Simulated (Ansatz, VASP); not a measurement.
**One calculation of TaN, two programs**

The input INCAR:

```
PREC = Accurate
ENCUT = 520
EDIFF = 1E-8
ISMEAR = -1
SIGMA = 0.01
LREAL = F
LASPH = T
NELM = 100
ALGO = Normal
ISIF = 2
LWAVE = F
LCHARG = F
GGA = PS
LEFG = T
NBANDS = 24
```

The input KPOINTS:

```
Automatic mesh
0
Gamma
  9 9 5
```

POSCAR

```
TaN
1.0
    3.1394420380      0.0000000000      0.0000000000
   -1.5697210190      2.7188365585      0.0000000000
    0.0000000000      0.0000000000      4.9180000000
Ta N
2 2
Direct
    0.0000000000      0.0000000000      0.0000000000
    0.0000000000      0.0000000000      0.5000000000
    0.3333333333      0.6666666667      0.2500000000
    0.6666666667      0.3333333333      0.7500000000
```

Input for Ansatz:

```yaml
crystal:
  lattice:
    - [3.139442038, 0.0, 0.0]
    - [-1.569721019, 2.7188365585, 0.0]
    - [0.0, 0.0, 4.918]
  atoms:
    - { symbol: Ta, position: [0.0, 0.0, 0.0] }
    - { symbol: Ta, position: [0.0, 0.0, 0.5] }
    - { symbol: "N", position: [0.3333333333, 0.6666666667, 0.25] }
    - { symbol: "N", position: [0.6666666667, 0.3333333333, 0.75] }
kpoints:
  mp_grid: { grid: [9, 9, 5] }
scf:
  occupations: { method: fermi_dirac, width: 0.01 }
hamiltonian:
  xc: pbesol
  pseudopotentials: { kind: paw }
output:
  forces: true
  stress: true
  eigenvalues: true
  efg: { contact_densities: true }
```

Change from the starting cell: equal xx and yy strain of +3 %, PAW files.

Alike in both runs: task electric field gradients; functional PBEsol; k mesh 9 × 9 × 5; occupations fermi-dirac, width 0.01 eV; no spin polarisation.

|  | VASP | Ansatz |
| --- | --- | --- |
| version | VASP 6.6.1 | Ansatz 0.2.0 |
| potentials or method | VASP PAW PBE potentials, release 64 (Ta_pv, N) | PAW with Ansatz's default frozen-core files, scalar-relativistic |
| plane-wave cutoff (eV) | 520 | 420 |
| valence electrons in the cell | 32 | 36 |

Ansatz gave:

- pressure (GPa): 24.6
- largest component of the traceless stress (GPa): 50.39
- Vzz of the field gradient on the site that differs most (V/Å²): -215.5

Which values does VASP return?

Pressure (GPa): 25.8; largest component of the traceless stress (GPa): 50.82; Vzz of the field gradient on the site that differs most (V/Å²): -178.4.

The two sets of potentials don't hold the same shells in valence. Ansatz warned: «gradients_without_spin_orbit».

Caveats: so large a pressure means that the cell lies far from this level's equilibrium, or that cutoff or potentials fall short (VASP); the potentials were made for another functional, which shifts forces and pressure (VASP). Spin-orbit coupling is left out, which matters for the levels of Ta.
